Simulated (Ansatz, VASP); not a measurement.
# Two plane-wave programs on Se

```
Se
1.0
     3.90393    0.00000    0.00000
    -1.95196    3.38090    0.00000
     0.00000    0.00000    5.12274
Se
3
Direct
  0.24735 0.00000 0.33333
  0.00000 0.24735 0.66667
  0.75265 0.75265 0.00000
```

Alike in both runs: task single point; functional PBE; dispersion D3(BJ); k mesh 12 × 12 × 8; occupations gaussian, width 0.05 eV; no spin polarisation.

|  | VASP | Ansatz |
| --- | --- | --- |
| version | VASP 6.6.1 | Ansatz 0.2.0 |
| potentials or method | VASP PAW PBE potentials, release 64 (Se) | scalar-relativistic, plane waves, PAW |
| plane-wave cutoff (eV) | 520 | 420 |
| valence electrons in the cell | 18 | 48 |

VASP gave:

| Property | Result |
| --- | --- |
| gap on the k mesh at the Fermi level (eV) | 0.25 |
| least direct gap on the mesh (eV) | 0.25 |
| pressure (GPa) | 5.5 |
| largest component of the traceless stress (GPa) | 0.88 |
| rms of the force components (eV/Å) | 0.351 |

Q: What did Ansatz give for the same quantities?

A: gap on the k mesh at the Fermi level (eV): 0.26; least direct gap on the mesh (eV): 0.26; pressure (GPa): 5.4; largest component of the traceless stress (GPa): 0.80; rms of the force components (eV/Å): 0.334.

Atom by atom the forces differ by 0.017 eV/Å (rms over components). The two sets of potentials don't hold the same shells in valence.
